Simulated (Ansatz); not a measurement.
The system is Y.

```xyz
1
Lattice="0.0000 2.5520 2.5520 2.5520 0.0000 2.5520 2.5520 2.5520 0.0000" Properties=species:S:1:pos:R:3 pbc="T T T"
Y     0.0000    0.0000    0.0000
```

This isn't the form of Y at room conditions, which is hcp.

Base run:

| Property | Result |
| --- | --- |
| Program | Ansatz 0.2.0 |
| Functional | LDA |
| Potentials or basis | all-electron LAPW, scalar-relativistic |
| Cutoff | 129 eV (chosen from the basis error) |
| Basis error allowed | 0.001 eV/atom |
| k mesh | 9 × 9 × 9 |
| Occupations | fermi-dirac, width 0.05 eV |
| Spin | no spin polarisation |
| Hubbard terms | Y d U = 5 eV |

Its results: band gap on the k mesh none (metal or under the smearing width); pressure 4.4 GPa.

Task: After a change of settings the same cell gave: band gap on the k mesh none (metal or under the smearing width); pressure 2.4 GPa. Which change was it?
A. hubbard terms from Y d U = 5 eV to Y d U = 4 eV
B. hubbard terms from Y d U = 5 eV to Y d U = 8 eV
C. hubbard terms from Y d U = 5 eV to none

Result: A.

Caveats: U is the effective U less J, on atomic orbitals that reach past the spheres; U without spin polarisation on a metal has little footing; the U is typed as a test and isn't derived for this compound.

Runs at the PBE level aren't shown here.
